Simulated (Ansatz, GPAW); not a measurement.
# What a zero-field muon signal says of the site in LiScF4

Positive muons stop in LiScF4. The zero-field polarisation below is simulated for a site relaxed by PBE, from the dipoles of the nearest spin-1/2 nuclei alone.

Zero field, powder, muon with the nuclei of the cluster table alone, static positions. The muon polarisation, P(t) by time:

time (μs), muon polarisation, P(t) and a bar from the least value:
```
      0.0       1.00 ##############################
      0.5       0.55 #################
      1.0       0.10 ###
      1.5       0.41 ############
      2.0       0.60 ##################
      2.5       0.27 ########
      3.0       0.20 ######
      3.5       0.38 ############
      4.0       0.21 ######
      4.5       0.08 ###
      5.0       0.41 ############
      5.5       0.43 #############
      6.0       0.02 #
      6.5       0.18 #####
      7.0       0.75 ######################
      7.5       0.60 ##################
      8.0       0.10 ###
      8.5       0.33 ##########
      9.0       0.76 #######################
      9.5       0.54 ################
     10.0       0.26 ########
     10.5       0.40 ############
     11.0       0.37 ###########
     11.5       0.20 ######
     12.0       0.47 ##############
     12.5       0.67 ####################
     13.0       0.22 #######
     13.5       0.00 
     14.0       0.48 ##############
     14.5       0.59 ##################
     15.0       0.08 ##
```

**Question.** Which nuclei are coupled to the muon, and how far away are they?

The cluster is ¹⁹F at 1.09 Å and ¹⁹F at 1.23 Å. The muon's nearest atoms: F 1.09 Å, F 1.23 Å, Sc 2.29 Å, F 2.31 Å. Other geometries may fit nearly as well.

[Logs are printed without paths, hosts, clocks, repeated set-up lines and the standing remarks that a program may print on its own settings, such as how far it seeks lower states.]

[Hosts, paths, dates, database ids (printed as entryN), source tags and the programs' standing remarks are cut or masked in the printed files.]
